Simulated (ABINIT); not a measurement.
# InP (F-43m) in ABINIT: band structure with TB-mBJ

Aim: the band structure of InP with TB-mBJ.

All numbers are computed with ABINIT 10.8.3 (patched build); they aren't measurements. Logs are shortened: lines on timing, memory, paths and dates and some standing lists are left out, and cuts for length are marked. The log counts tension as positive stress, the text compression.

**Experimental background.**

A printed reference work, data compilation reports, for a bulk crystal of InP at 1.6 K: band gap 1.4236 eV (direct).

The runs below are set against these values where they give the same quantity.

## 1. Starting point

Symmetry: F-43m, No. 216, cubic system. The conventional cell has a = 5.861 Å, b = 5.861 Å, c = 5.861 Å, α = 90.00°, β = 90.00°, γ = 90.00°. In (site symmetry -43m) is surrounded by 4 P at 2.54 Å. P (site symmetry -43m) is surrounded by 4 In at 2.54 Å.

## 2. Band structure, TB-mBJ

Input file run.abi:

```
ndtset 2

pp_dirpath "./"
pseudos "In.LDA_PW-JTH.xml, P.LDA_PW-JTH.xml"

acell 7.83169184 7.83169184 7.83169184
rprim
     0.0000000000     0.7071067812     0.7071067812
     0.7071067812     0.0000000000     0.7071067812
     0.7071067812     0.7071067812     0.0000000000
ntypat 2
znucl 49 15
natom 2
typat 1 2
xred
     0.0000000000     0.0000000000     0.0000000000
     0.7500000000     0.7500000000     0.7500000000

ecut 26.0
pawecutdg 48.0

ixc -208012
usekden 1
pawxcdev 0

occopt 3
tsmear 0.00183747

nstep 100
diemix 0.3
optforces 0
optstress 0

iomode 3
prtwf 0
prteig 0
prtebands 0
enunit 1
prtden1 1
prtkden1 1
prtvha1 1
prtvclmb1 1
prtpot1 1

kptopt1 1
ngkpt1 8 8 8
nshiftk1 1
shiftk1 0.0 0.0 0.0
nband1 13
tolvrs1 1.0e-7

iscf2 -2
getden2 1
getkden2 1
nband2 19
nbdbuf2 4
tolwfr2 1.0e-11
kptopt2 -9
ndivsm2 5
prteig2 1
prtvol2 -3
kptbounds2
     0.0000000000     0.0000000000     0.0000000000
     0.5000000000     0.0000000000     0.5000000000
     0.5000000000     0.2500000000     0.7500000000
     0.3750000000     0.3750000000     0.7500000000
     0.0000000000     0.0000000000     0.0000000000
     0.5000000000     0.5000000000     0.5000000000
     0.6250000000     0.2500000000     0.6250000000
     0.5000000000     0.2500000000     0.7500000000
     0.5000000000     0.5000000000     0.5000000000
     0.3750000000     0.3750000000     0.7500000000
```

Potentials or basis: JTH PAW LDA v2.0.

Launch:

```console
$ abinit run.abi > log 2>&1
```

run.abo:

```text
.Version 10.8.3 of ABINIT
 DATASET    1 : space group F-4 3 m (#216); Bravais cF (face-center cubic)
================================================================================
 Values of the parameters that define the memory need for DATASET  1.
     intxc =       0    ionmov =       0      iscf =       7    lmnmax =      18
     lnmax =       6     mgfft =      36  mpssoang =       3    mqgrid =    3001
     natom =       2  nloc_mem =       2    nspden =       1   nspinor =       1
    nsppol =       1      nsym =      24    n1xccc =       1    ntypat =       2
    occopt =       3   xclevel =       2
       mpw =        2180          nfft =       46656          nkpt =          29
 PAW method is used; the additional fine FFT grid is defined by:
   mgfftf=        50    nfftf =    125000
================================================================================
================================================================================

 DATASET    2 : space group F-4 3 m (#216); Bravais cF (face-center cubic)
================================================================================
 Values of the parameters that define the memory need for DATASET  2.
     intxc =       0    ionmov =       0      iscf =      -2    lmnmax =      18
     lnmax =       6     mgfft =      36  mpssoang =       3    mqgrid =    3001
     natom =       2  nloc_mem =       2    nspden =       1   nspinor =       1
    nsppol =       1      nsym =      24    n1xccc =       1    ntypat =       2
    occopt =       3   xclevel =       2
       mpw =        2180          nfft =       46656          nkpt =          87
 PAW method is used; the additional fine FFT grid is defined by:
   mgfftf=        50    nfftf =    125000
================================================================================
================================================================================

--------------------------------------------------------------------------------
------------- Echo of variables that govern the present computation ------------
--------------------------------------------------------------------------------
 -outvars: echo values of preprocessed input variables --------
            acell      7.8316918400E+00  7.8316918400E+00  7.8316918400E+00 Bohr
              amu      1.14820000E+02  3.09737620E+01
           diemix      3.00000000E-01
             ecut      2.60000000E+01 Hartree
           enunit           1
           getden1          0
           getden2          1
          getkden1          0
          getkden2          1
             iscf1          7
             iscf2         -2
              ixc     -208012
           jdtset        1    2
           kptopt1          1
           kptopt2         -9
         kptrlatt        8    0    0      0    8    0      0    0    8
          kptrlen1     6.26535347E+01
          kptrlen2     3.00000000E+01
            natom           2
            nband1         13
            nband2         19
           nbdbuf1          0
           nbdbuf2          4
           ndtset           2
           ndivsm1          0
           ndivsm2          5
            ngfft          36      36      36
          ngfftdg          50      50      50
             nkpt1         29
             nkpt2         87
            nstep         100
             nsym          24
           ntypat           2
           occopt           3
        optforces           0
        optstress           0
        pawecutdg      4.80000000E+01 Hartree
         pawxcdev           0
        prtebands           0
           prteig1          0
           prteig2          1
          prtkden           1
           prtpot1          1
           prtpot2          0
         prtvclmb1          1
         prtvclmb2          0
[... 255 lines left out ...]

================================================================================
 Non-SCF case, kpt    1 (  0.00000  0.00000  0.00000), residuals and eigenvalues=
  5.62E-12  3.23E-12  3.88E-12  7.44E-12  3.99E-12  6.96E-12  5.50E-12  4.99E-12
  3.05E-12  7.57E-12  6.49E-12  2.42E-12  3.21E-12  4.83E-12  6.99E-12  8.88E-12
  2.70E-12  4.77E-12  4.20E-11
 -3.5560E-01 -3.5560E-01 -3.5560E-01 -3.4945E-01 -3.4945E-01 -2.4338E-01
  1.7446E-01  1.7446E-01  1.7446E-01  2.3196E-01  3.4537E-01  3.4537E-01
  3.4537E-01  5.2678E-01  5.3022E-01  5.3022E-01  6.1555E-01  6.1555E-01
  6.1555E-01
 Non-SCF case, kpt    2 (  0.03571  0.00000  0.03571), residuals and eigenvalues=
  1.98E-12  2.53E-12  2.46E-12  4.75E-13  3.45E-12  3.89E-12  4.44E-12  6.45E-12
  4.89E-12  7.60E-12  2.94E-12  5.63E-12  8.42E-12  1.93E-12  4.22E-12  1.38E-12
[... 671 lines left out ...]
  4.47E-12  5.64E-12  1.67E-12  5.85E-12  7.46E-12  6.31E-12  3.82E-12  5.80E-09
  3.70E-07  1.73E-08  1.28E-05
 -3.6096E-01 -3.5310E-01 -3.5265E-01 -3.5019E-01 -3.4884E-01 -1.6178E-01
 -1.8934E-02  6.1257E-02  1.1066E-01  2.8921E-01  3.6771E-01  4.5925E-01
  4.6258E-01  5.0626E-01  5.4738E-01  6.7637E-01  7.1421E-01  7.1629E-01
  7.5407E-01
 Non-SCF case, kpt   87 (  0.37500  0.37500  0.75000), residuals and eigenvalues=
  1.26E-12  3.16E-12  1.47E-12  1.33E-12  3.78E-12  1.77E-12  8.36E-12  9.61E-12
  5.82E-12  3.14E-12  1.06E-12  2.13E-12  1.70E-12  3.19E-12  2.25E-12  2.35E-08
  4.49E-07  1.81E-05  5.41E-05
 -3.6114E-01 -3.5294E-01 -3.5250E-01 -3.5034E-01 -3.4875E-01 -1.6005E-01
 -2.0462E-02  6.1951E-02  1.0739E-01  2.8603E-01  3.5668E-01  4.7084E-01
  4.7419E-01  5.0721E-01  5.5289E-01  6.7465E-01  7.0423E-01  7.2987E-01
  7.5678E-01

Result for kinetic energy density :

--------------------------------------------------------------------------------
 Total kinetic energy density [Ha/Bohr^3]
)     Maximum=    1.1041E+00  at reduced coord.    0.0200    0.0600    0.9000
)     Minimum=    7.8138E-04  at reduced coord.    0.2600    0.2400    0.2400
   Integrated=    1.6532E+01
--------------------------------------------------------------------------------

--- !ResultsGS
iteration_state: {dtset: 2, }
comment   : Summary of ground state results
lattice_vectors:
- [  0.0000000,   5.5378424,   5.5378424, ]
- [  5.5378424,   0.0000000,   5.5378424, ]
- [  5.5378424,   5.5378424,   0.0000000, ]
lattice_lengths: [   7.83169,    7.83169,    7.83169, ]
lattice_angles: [ 60.000,  60.000,  60.000, ] # degrees, (23, 13, 12)
lattice_volume:   3.3966576E+02
convergence: {deltae:  0.000E+00, res2:  0.000E+00, residm:  9.996E-12, diffor:  0.000E+00, }
etotal    :  -5.13174311E+01
entropy   :   0.00000000E+00
fermie    :   2.04403468E-01
cartesian_stress_tensor: null
pressure_GPa: null
xred      :
- [  0.0000E+00,   0.0000E+00,   0.0000E+00, In]
- [  7.5000E-01,   7.5000E-01,   7.5000E-01,  P]
cartesian_forces: null
force_length_stats: {min: null, max: null, mean: null, }
...

 Integrated electronic density in atomic spheres:
 ------------------------------------------------
 Atom  Sphere_radius  Integrated_density
    1        2.50645         11.20436952
    2        1.60765          1.54689681

================================================================================

 ----iterations are completed or convergence reached----

 Mean square residual over all n,k,spin=   45.639E-13; max=  99.961E-13
 reduced coordinates (array xred) for    2 atoms
       0.000000000000      0.000000000000      0.000000000000
       0.750000000000      0.750000000000      0.750000000000

 cartesian coordinates (angstrom) at end:
    1      0.00000000000000     0.00000000000000     0.00000000000000
    2      4.39574999711065     4.39574999711065     4.39574999711065
 length scales=  7.831691840000  7.831691840000  7.831691840000 bohr
              =  4.144352841731  4.144352841731  4.144352841731 angstroms
 Eigenvalues (   eV  ) for nkpt=  87  k points:
 kpt#   1, nband= 19, wtk=  1.00000, kpt=  0.0000  0.0000  0.0000 (reduced coord)
  -9.67633   -9.67633   -9.67633   -9.50894   -9.50894   -6.62278    4.74721    4.74721
   4.74721    6.31191    9.39794    9.39794    9.39794   14.33432   14.42807   14.42807
  16.74992   16.74992   16.74992
 kpt#   2, nband= 19, wtk=  1.00000, kpt=  0.0357  0.0000  0.0357 (reduced coord)
  -9.67904   -9.67512   -9.67512   -9.50920   -9.50853   -6.60354    4.57033    4.70256
   4.70256    6.48692    9.33952    9.46184    9.46184   14.23940   14.44002   14.44041
  16.79191   16.79191   16.87806
 kpt#   3, nband= 19, wtk=  1.00000, kpt=  0.0714  0.0000  0.0714 (reduced coord)
  -9.68693   -9.67193   -9.67193   -9.51085   -9.50744   -6.54621    4.17345    4.57667
   4.57667    6.87464    9.17976    9.64551    9.64551   13.79889   14.47565   14.74099
  16.91768   16.91768   17.15656
 kpt#   4, nband= 19, wtk=  1.00000, kpt=  0.1071  0.0000  0.1071 (reduced coord)
  -9.69951   -9.66651   -9.66651   -9.51299   -9.50545   -6.45178    3.69797    4.38935
   4.38935    7.32183    8.95446    9.92950    9.92950   13.28331   14.53467   15.19996
  17.12668   17.12668   17.46539
 kpt#   5, nband= 19, wtk=  1.00000, kpt=  0.1429  0.0000  0.1429 (reduced coord)
[... 317 lines left out ...]
   3.24885    8.05965   10.15219   11.66754   12.12080   14.25514   14.94754   17.44140
  18.51646   19.39097   20.67710
 kpt#  85, nband= 19, wtk=  1.00000, kpt=  0.4028  0.4028  0.6944 (reduced coord)
  -9.81586   -9.61333   -9.60135   -9.52451   -9.49453   -4.48384   -0.47918    1.75923
   3.12213    7.97007   10.19020   12.09789   12.23252   13.98036   14.87509   18.04642
  18.98559   19.50550   20.60805
 kpt#  86, nband= 19, wtk=  1.00000, kpt=  0.3889  0.3889  0.7222 (reduced coord)
  -9.82209   -9.60825   -9.59597   -9.52911   -9.49241   -4.40233   -0.51523    1.66689
   3.01134    7.86973   10.00595   12.49670   12.58756   13.77593   14.89504   18.40506
  19.43472   19.49134   20.51926
 kpt#  87, nband= 19, wtk=  1.00000, kpt=  0.3750  0.3750  0.7500 (reduced coord)
  -9.82722   -9.60386   -9.59197   -9.53312   -9.48995   -4.35528   -0.55681    1.68578
   2.92218    7.78340    9.70586   12.81211   12.90325   13.80195   15.04484   18.35816
  19.16295   19.86086   20.59312

== END DATASET(S) ==============================================================
================================================================================

 -outvars: echo values of variables after computation  --------
            acell      7.8316918400E+00  7.8316918400E+00  7.8316918400E+00 Bohr
           etotal1    -5.1317431052E+01
            fcart1     9.9999999999E+99  9.9999999999E+99  9.9999999999E+99
                       9.9999999999E+99  9.9999999999E+99  9.9999999999E+99
            rprim      0.0000000000E+00  7.0710678120E-01  7.0710678120E-01
                       7.0710678120E-01  0.0000000000E+00  7.0710678120E-01
                       7.0710678120E-01  7.0710678120E-01  0.0000000000E+00
           strten1     9.9999999999E+99  9.9999999999E+99  9.9999999999E+99
                       9.9999999999E+99  9.9999999999E+99  9.9999999999E+99
           xangst      0.0000000000E+00  0.0000000000E+00  0.0000000000E+00
                       4.3957499971E+00  4.3957499971E+00  4.3957499971E+00
             xred      0.0000000000E+00  0.0000000000E+00  0.0000000000E+00
                       7.5000000000E-01  7.5000000000E-01  7.5000000000E-01
 Calculation completed.
```

Run time: 8.4 min. Hardware: 1 thread of Intel Xeon Platinum 8259CL at 2.50GHz (Skylake/Cascade Lake), shared host; peak memory 0.19 GiB.

Results:

```
Band gap on the k mesh                                : 1.56 eV, direct
Band gap along the path                               : 1.56 eV, direct
Valence electrons inside the program's atomic spheres : In 11.20; P 1.55
```

Levels at the corners of the path, in eV from the valence-band top:
```
point  band 7  band 8  band 9  band 10  band 11  band 12
    Γ    0.00    0.00    0.00     1.56     4.65     4.65
    X   -5.45   -2.19   -2.19     2.51     2.89     9.99
    W   -5.30   -2.75   -2.68     4.88     4.90     6.24
    K   -5.30   -3.06   -1.83     3.04     4.96     8.06
    Γ    0.00    0.00    0.00     1.56     4.65     4.65
    L   -5.41   -0.92   -0.92     2.21     5.34     5.34
    U   -5.30   -3.06   -1.83     3.04     4.96     8.06
    W   -5.30   -2.75   -2.68     4.88     4.90     6.24
    L   -5.41   -0.92   -0.92     2.21     5.34     5.34
    K   -5.30   -3.06   -1.83     3.04     4.96     8.06
```

Caveat: the constant c of TB-mBJ comes from the pseudo density here, which moves gaps by up to 0.3 eV between sets of potentials; the PAW data sets were made with another functional, which shifts forces and pressure a little; spin-orbit coupling is left out, which moves the levels of the heavy elements.

## 3. How close it comes

Step 2. A measured gap of InP is 1.4236 eV (direct; 1.6 K; a printed reference work, data compilation); the calculated 1.56 eV misses it by +0.14 eV. Spin-orbit coupling on In is left out. The value is that of TB-mBJ, without temperature or zero-point motion.
